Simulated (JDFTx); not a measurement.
# NaCl (Fm-3m) in JDFTx: settings compared

One crystal, NaCl, is run at these levels: LDA, PBE, PBEsol, r2SCAN, PBE0 (exact-exchange share 0.1); tasks: single point.

Everything below comes from runs of JDFTx 1.7.0 (patched build). Logs are shortened: lines on timing, memory, paths and dates and some standing lists are left out, and cuts for length are marked. The log counts tension as positive stress, the text compression.

## Step 1: The crystal as given

It takes space group Fm-3m (No. 225, cubic). The conventional cell has a = 5.588 Å, b = 5.588 Å, c = 5.588 Å, α = 90.00°, β = 90.00°, γ = 90.00°. Cl (site symmetry m-3m) has 6 Na at 2.79 Å as nearest neighbours. Na (site symmetry m-3m) is surrounded by 6 Cl at 2.79 Å.

The cell is a database's computed one.

## Step 2: Single point, LDA

Contents of NaCl.in:

```
lattice \
    0.0000000000     5.2800142563     5.2800142563 \
    5.2800142563     0.0000000000     5.2800142563 \
    5.2800142563     5.2800142563     0.0000000000
coords-type Cartesian
ion Cl     5.2800142563     5.2800142563     5.2800142563 1
ion Na     0.0000000000     0.0000000000     0.0000000000 1

ion-species pseudo/Cl.upf
ion-species pseudo/Na.upf
elec-cutoff 44 352
elec-ex-corr lda-PW
kpoint-folding 8 8 8
elec-smearing Fermi 0.0018374661
elec-n-bands 14
electronic-SCF nIterations 100 energyDiffThreshold 1e-09
electronic-minimize nIterations 30 energyDiffThreshold 1e-7
converge-empty-states yes
forces-output-coords Cartesian

dump-name run.$VAR
dump End Ecomponents EigStats BandEigs Kpoints Forces Stress ElecDensity
```

Potentials or basis: PseudoDojo-SR-LDA-0.4.1-standard.

The run is started by

```
jdftx -c 1 -i NaCl.in -o NaCl.out
```

Standard output:

```text
*************** JDFTx 1.7.0 (patched build) ***************

Input parsed successfully to the following command list (including defaults):
[... the input with its defaults ...]

---------- Setting up symmetries ----------

Found 48 point-group symmetries of the bravais lattice
Found 48 space-group symmetries with basis
Applied RMS atom displacement 4.79097e-16 bohrs to make symmetries exact.

---------- Initializing the Grid ----------
R =
[            0      5.28001      5.28001  ]
[      5.28001            0      5.28001  ]
[      5.28001      5.28001            0  ]
unit cell volume = 294.398
G =
[  -0.594997   0.594997   0.594997  ]
[   0.594997  -0.594997   0.594997  ]
[   0.594997   0.594997  -0.594997  ]
Minimum fftbox size, Smin = [  64  64  64  ]
Chosen fftbox size, S = [  64  64  64  ]

---------- Initializing tighter grid for wavefunction operations ----------
R =
[            0      5.28001      5.28001  ]
[      5.28001            0      5.28001  ]
[      5.28001      5.28001            0  ]
unit cell volume = 294.398
G =
[  -0.594997   0.594997   0.594997  ]
[   0.594997  -0.594997   0.594997  ]
[   0.594997   0.594997  -0.594997  ]
Minimum fftbox size, Smin = [  48  48  48  ]
Chosen fftbox size, S = [  48  48  48  ]

---------- Exchange Correlation functional ----------
Initalized Slater LDA exchange.
Initalized Perdew-Wang LDA correlation.

---------- Setting up pseudopotentials ----------
Width of ionic core gaussian charges (only for fluid interactions / plotting) set to 0

Reading pseudopotential file 'pseudo/Cl.upf':
  'Cl' pseudopotential, 'SLA  PW   NOGX NOGC' functional
  Generated using ONCVPSP code by D. R. Hamann
  7 valence electrons, 2 orbitals, 6 projectors, 1001 radial grid points, with lMax = 2
    3S    l: 0   occupation:  2.0   eigenvalue: -0.760433
    3P    l: 1   occupation:  5.0   eigenvalue: -0.319777
  Core radius for overlap checks: 1.71 bohrs.

Reading pseudopotential file 'pseudo/Na.upf':
  'Na' pseudopotential, 'SLA  PW   NOGX NOGC' functional
  Generated using ONCVPSP code by D. R. Hamann
  9 valence electrons, 3 orbitals, 4 projectors, 1001 radial grid points, with lMax = 1
    2S    l: 0   occupation:  2.0   eigenvalue: -2.070187
    2P    l: 1   occupation:  6.0   eigenvalue: -1.059373
    3S    l: 0   occupation:  1.0   eigenvalue: -0.103610
  Core radius for overlap checks: 1.48 bohrs.

Initialized 2 species with 2 total atoms.

Folded 1 k-points by 8x8x8 to 512 k-points.

---------- Setting up k-points, bands, fillings ----------
Reduced to 29 k-points under symmetry.
Computing the number of bands and number of electrons
Calculating initial fillings.
nElectrons:  16.000000   nBands: 14   nStates: 29

----- Setting up reduced wavefunction bases (one per k-point) -----
average nbasis = 4105.021 , ideal nbasis = 4104.009

---------- Setting up ewald sum ----------
Optimum gaussian width for ewald sums = 2.398091 bohr.
Real space sum over 1331 unit cells with max indices [  5  5  5  ]
Reciprocal space sum over 2197 terms with max indices [  6  6  6  ]

---------- Allocating electronic variables ----------
Initializing wave functions:  linear combination of atomic orbitals
Note: number of bands (14) exceeds available atomic orbitals (9)
Cl pseudo-atom occupations:   s ( 2 )  p ( 5 )
Na pseudo-atom occupations:   s ( 2 1 )  p ( 6 )
	FillingsUpdate:  mu: +0.184702768  nElectrons: 16.000000
LCAOMinimize: Iter:   0  F: -60.8075936451305452  |grad|_K:  2.390e-03  alpha:  1.000e+00
	FillingsUpdate:  mu: +0.100000000  nElectrons: 16.000000
LCAOMinimize: Iter:   1  F: -60.8179155607873483  |grad|_K:  6.202e-05  alpha:  5.857e-01  linmin: -2.159e-01  cgtest:  8.588e-01
LCAOMinimize: Encountered beta<0, resetting CG.
	FillingsUpdate:  mu: +0.100000000  nElectrons: 16.000000
LCAOMinimize: Iter:   2  F: -60.8179222209574775  |grad|_K:  7.710e-06  alpha:  6.093e-01  linmin:  2.824e-03  cgtest: -1.361e-02
	FillingsUpdate:  mu: +0.100000000  nElectrons: 16.000000
LCAOMinimize: Iter:   3  F: -60.8179223684747896  |grad|_K:  6.008e-07  alpha:  8.747e-01  linmin: -9.522e-04  cgtest:  3.194e-02
	FillingsUpdate:  mu: +0.100000000  nElectrons: 16.000000
LCAOMinimize: Iter:   4  F: -60.8179223694087625  |grad|_K:  5.816e-08  alpha:  9.108e-01  linmin: -5.317e-04  cgtest: -1.321e-03
LCAOMinimize: Converged (|Delta F|<1.000000e-06 for 2 iters).

-------- Electronic minimization -----------
Will mix electronic density at each iteration.
	FillingsUpdate:  mu: +0.100000000  nElectrons: 16.000000
	FillingsUpdate:  mu: +0.100000000  nElectrons: 16.000000
SCF: Cycle:  0   F: -60.830513929538654   dF: -1.259e-02   |Residual|: 5.379e-02   |deigs|: 1.241e-01
	FillingsUpdate:  mu: +0.100000000  nElectrons: 16.000000
SCF: Cycle:  1   F: -60.834680212216611   dF: -4.166e-03   |Residual|: 1.234e-02   |deigs|: 1.315e-02
	FillingsUpdate:  mu: +0.100000000  nElectrons: 16.000000
SCF: Cycle:  2   F: -60.834962921902189   dF: -2.827e-04   |Residual|: 2.950e-03   |deigs|: 4.174e-03
	FillingsUpdate:  mu: +0.100000000  nElectrons: 16.000000
SCF: Cycle:  3   F: -60.834965344251387   dF: -2.422e-06   |Residual|: 5.365e-04   |deigs|: 9.154e-04
	FillingsUpdate:  mu: +0.100000000  nElectrons: 16.000000
SCF: Cycle:  4   F: -60.834966139689989   dF: -7.954e-07   |Residual|: 2.333e-04   |deigs|: 3.848e-04
	FillingsUpdate:  mu: +0.100000000  nElectrons: 16.000000
SCF: Cycle:  5   F: -60.834966358664119   dF: -2.190e-07   |Residual|: 6.101e-05   |deigs|: 3.055e-04
	FillingsUpdate:  mu: +0.100000000  nElectrons: 16.000000
SCF: Cycle:  6   F: -60.834966432804954   dF: -7.414e-08   |Residual|: 2.396e-05   |deigs|: 3.523e-04
	FillingsUpdate:  mu: +0.100000000  nElectrons: 16.000000
SCF: Cycle:  7   F: -60.834966450676589   dF: -1.787e-08   |Residual|: 8.118e-06   |deigs|: 2.466e-04
	FillingsUpdate:  mu: +0.100000000  nElectrons: 16.000000
SCF: Cycle:  8   F: -60.834966457991214   dF: -7.315e-09   |Residual|: 5.176e-06   |deigs|: 3.664e-04
	FillingsUpdate:  mu: +0.100000000  nElectrons: 16.000000
SCF: Cycle:  9   F: -60.834966459388824   dF: -1.398e-09   |Residual|: 6.536e-07   |deigs|: 2.141e-04
	FillingsUpdate:  mu: +0.100000000  nElectrons: 16.000000
SCF: Cycle: 10   F: -60.834966460053870   dF: -6.650e-10   |Residual|: 9.255e-07   |deigs|: 3.984e-04
	FillingsUpdate:  mu: +0.100000000  nElectrons: 16.000000
SCF: Cycle: 11   F: -60.834966460156096   dF: -1.022e-10   |Residual|: 2.476e-07   |deigs|: 2.258e-04
SCF: Converged (|Delta E|<1.000000e-09 for 2 iters).

Setting wave functions to eigenvectors of Hamiltonian
Converging empty states (this may take a while): |deigs|: 1.550e-03

# Stress tensor in Cartesian coordinates [Eh/a0^3]:
[  6.17532e-05            0            0  ]
[            0  6.17532e-05            0  ]
[            0            0  6.17532e-05  ]

# Ionic positions in cartesian coordinates:
ion Cl   5.280014256300001   5.280014256300001   5.280014256300001 1
ion Na   0.000000000000001   0.000000000000000   0.000000000000000 1

# Forces in Cartesian coordinates:
force Cl  -0.000000000000000  -0.000000000000000   0.000000000000000 1
force Na   0.000000000000000   0.000000000000000  -0.000000000000000 1

# Energy components:
   Eewald =      -34.7223689903193460
       EH =       20.3934310750271983
     Eloc =      -57.3907121181926101
      Enl =      -12.6040059382639189
      Exc =      -11.1695364806551751
 Exc_core =        1.3131385458182614
       KE =       33.3450874464295026
-------------------------------------
     Etot =      -60.8349664601560960
       TS =        0.0000000000000000
-------------------------------------
        F =      -60.8349664601560960

IonicMinimize: Iter:   0  F: -60.834966460156096  |grad|_K:        nan
IonicMinimize: None of the convergence criteria satisfied after 0 iterations.

#--- Lowdin population analysis ---
# oxidation-state Cl -0.625
# oxidation-state Na +0.666

Dumping 'run.eigStats' ...
	eMin: -1.735532 at state 0 ( [ +0.000000 +0.000000 +0.000000 ] spin 0 )
	HOMO: +0.037948 at state 0 ( [ +0.000000 +0.000000 +0.000000 ] spin 0 )
	mu  : +0.100000
	LUMO: +0.214320 at state 0 ( [ +0.000000 +0.000000 +0.000000 ] spin 0 )
	eMax: +0.622004 at state 14 ( [ +0.000000 +0.250000 +0.500000 ] spin 0 )
	HOMO-LUMO gap: +0.176372
	Optical gap  : +0.176372 at state 0 ( [ +0.000000 +0.000000 +0.000000 ] spin 0 )
Done!
[note: mu as printed may lie anywhere between the filled and the empty levels]
```

It took 81 s on 1 thread of Arm Neoverse V2, shared host; peak memory 0.14 GiB.

What came out:

| Quantity | Value |
| --- | --- |
| Free energy | -1655.4038 eV |
| Pressure | -1.8 GPa |
| Band gap on the k mesh | 4.80 eV, direct |
| Loewdin charges | Cl -0.62; Na +0.67 e |

As with any semilocal functional, this LDA gap is likely too small.

## Step 3: Single point, PBE

Contents of NaCl.in:

```
lattice Face-Centered Cubic 10.5600285127
coords-type Lattice
ion Cl     0.5000000000     0.5000000000     0.5000000000 1
ion Na     0.0000000000     0.0000000000     0.0000000000 1

ion-species pseudo/Cl.upf
ion-species pseudo/Na.upf
elec-cutoff 44 352
elec-ex-corr gga-PBE
kpoint-folding 8 8 8
elec-smearing Fermi 0.0018374661
elec-n-bands 14
electronic-SCF nIterations 100 energyDiffThreshold 1e-09
electronic-minimize nIterations 30 energyDiffThreshold 1e-7
converge-empty-states yes
forces-output-coords Cartesian

dump-name run.$VAR
dump End Ecomponents EigStats BandEigs Kpoints Forces Stress ElecDensity
```

Potentials or basis: PseudoDojo-SR-PBE-0.5-standard.

The run is started by

```
jdftx -c 1 -i NaCl.in -o NaCl.out
```

Wall time 83 s (1 thread of Arm Neoverse V2, shared host); peak memory 0.15 GiB.

Results (log left out):

```yaml
Free_energy: -1656.7347 eV
Pressure: 1.6 GPa
Band_gap_on_the_k_mesh: 5.22 eV, direct
Loewdin_charges: Cl -0.65; Na +0.68 e
```

Levels at points of the mesh, in eV from the valence-band top:
```
           k point  band 4  band 5  band 6  band 7  band 8  band 9  band 10  band 11  band 12  band 13
(0.00, 0.00, 0.00)  -20.79  -12.72    0.00    0.00    0.00    5.22    11.08    11.08    11.08    13.19
(0.00, 0.00, 0.50)  -20.80  -12.36   -2.00   -0.28   -0.28    7.31    10.86    10.96    10.96    15.22
(0.00, 0.50, 0.50)  -20.80  -12.31   -1.73   -0.62   -0.62    7.60     8.04    11.52    15.03    15.03
```

A hybrid or GW would open this gap; PBE tends to underestimate it.

## Step 4: Single point, PBEsol

NaCl.in: that of step 3 with these lines changed.

```diff
@@ -1,2 +1,5 @@
-lattice Face-Centered Cubic 10.5600285127
+lattice \
+    0.0000000000     5.2800142563     5.2800142563 \
+    5.2800142563     0.0000000000     5.2800142563 \
+    5.2800142563     5.2800142563     0.0000000000
 coords-type Lattice
@@ -8,3 +11,3 @@
 elec-cutoff 44 352
-elec-ex-corr gga-PBE
+elec-ex-corr gga-PBEsol
 kpoint-folding 8 8 8
```

Potentials or basis: PseudoDojo-SR-PBEsol-0.4.1-standard.

The run is started by

```
jdftx -c 1 -i NaCl.in -o NaCl.out
```

It took 84 s on 1 thread of Arm Neoverse V2, shared host; peak memory 0.15 GiB.

Results (log left out):

```
Free energy            : -1654.1146 eV
Pressure               : 0.2 GPa
Band gap on the k mesh : 5.04 eV, direct
Loewdin charges        : Cl -0.63; Na +0.67 e
```

Levels at points of the mesh, in eV from the valence-band top:
```csv
k point,band 5,band 6,band 7,band 8,band 9,band 10,band 11,band 12
"(0.00, 0.00, 0.00)",-12.70,0.00,0.00,0.00,5.04,10.94,10.94,10.94
"(0.00, 0.00, 0.50)",-12.33,-2.05,-0.28,-0.28,7.11,10.72,10.83,10.83
"(0.00, 0.50, 0.50)",-12.28,-1.78,-0.64,-0.64,7.49,7.84,11.32,14.87
```

## Step 5: Single point, r2SCAN

Contents of NaCl.in:

```
lattice Face-Centered Cubic 10.5600285127
coords-type Lattice
ion Cl     0.5000000000     0.5000000000     0.5000000000 1
ion Na     0.0000000000     0.0000000000     0.0000000000 1

ion-species pseudo/Cl.upf
ion-species pseudo/Na.upf
elec-cutoff 40 320
elec-ex-corr mgga-x-r2scan mgga-c-r2scan
kpoint-folding 8 8 8
elec-smearing Fermi 0.0018374661
elec-n-bands 14
electronic-SCF nIterations 100 energyDiffThreshold 1e-09
electronic-minimize nIterations 30 energyDiffThreshold 1e-7
converge-empty-states yes
forces-output-coords Cartesian

dump-name run.$VAR
dump End Ecomponents EigStats BandEigs Kpoints Forces Stress ElecDensity KEdensity
```

Potentials or basis: SG15-PBE-1.2.

The run is started by

```
jdftx -c 1 -i NaCl.in -o NaCl.out
```

It took 21 min on 1 thread of Arm Neoverse V2, shared host; peak memory 0.21 GiB.

It converged, with:

* Free energy: -1575.7232 eV
* Pressure: 0.6 GPa
* Band gap on the k mesh: 5.96 eV, direct

Levels at points of the mesh, in eV from the valence-band top:
| k point | band 6 | band 7 | band 8 | band 9 | band 10 | band 11 |
| --- | --- | --- | --- | --- | --- | --- |
| (0.00, 0.00, 0.00) | 0.00 | 0.00 | 0.00 | 5.96 | 12.01 | 12.01 |
| (0.00, 0.00, 0.50) | -2.00 | -0.29 | -0.29 | 8.02 | 11.85 | 12.01 |
| (0.00, 0.50, 0.50) | -1.75 | -0.63 | -0.63 | 8.59 | 8.73 | 12.41 |

Caveat: the potentials were made for another functional, which shifts forces and pressure. r2SCAN opens gaps a little over a GGA but as a rule still falls short of measured ones.

(Part 1 of 2 ends here.)
